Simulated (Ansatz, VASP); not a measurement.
**KF (Carobbiite): VASP beside Ansatz**

INCAR

```
  ALGO = Normal
  EDIFF = 1E-6
  EDIFFG = -0.02
  ENCUT = 520
  GGA = PE
  IBRION = 2
  ISIF = 2
  ISMEAR = -1
  LASPH = T
  LCHARG = F
  LREAL = F
  LWAVE = F
  NELM = 60
  NSW = 80
  PREC = Accurate
  SIGMA = 0.02
```

File KPOINTS:

```
k-points
0
Gamma
  6 6 6
```

Contents of POSCAR:

```
KF
1.0
    0.0000000000      2.6718500000      2.6718500000
    2.6718500000      0.0000000000      2.6718500000
    2.6718500000      2.6718500000      0.0000000000
K F
1 1
Direct
    0.0000000000      0.0000000000      0.0000000000
    0.5000000000      0.5000000000      0.5000000000
```

Input for Ansatz:

```yaml
crystal:
  lattice:
    - [0.0, 2.67185, 2.67185]
    - [2.67185, 0.0, 2.67185]
    - [2.67185, 2.67185, 0.0]
  atoms:
    - { symbol: K, position: [0.0, 0.0, 0.0] }
    - { symbol: F, position: [0.5, 0.5, 0.5] }
kpoints:
  mp_grid: { grid: [6, 6, 6] }
scf:
  occupations: { method: fermi_dirac, width: 0.02 }
hamiltonian:
  xc: pbe
  pseudopotentials: { kind: paw }
output:
  forces: true
  stress: true
  populations: true
  efg: { quadrupole_moments_barn: { K: 0.0603 }, contact_densities: true }
relax:
  f_tol: 0.02
  max_steps: 60
```

Alike in both runs: task relaxation of the atoms; functional PBE; k mesh 6 × 6 × 6; occupations fermi-dirac, width 0.02 eV; no spin polarisation.

|  | VASP | Ansatz |
| --- | --- | --- |
| version | VASP 6.6.1 | Ansatz 0.2.0 |
| potentials or method | VASP PAW PBE potentials, release 64 (K_sv, F) | plane-wave PAW, scalar-relativistic |
| plane-wave cutoff (eV) | 520 | 420 |
| valence electrons in the cell | 16 | 16 |

|  | VASP | Ansatz | Ansatz less VASP |
| --- | --- | --- | --- |
| gap on the k mesh at the Fermi level, each at its own relaxed structure (eV) | 6.17 | 6.18 | +0.016 |

Ansatz warned: «stress_scf_threshold_loose».

Caveats: the relaxation stopped at its first step, so nothing moved. As with any semilocal functional, this PBE gap is likely too small.
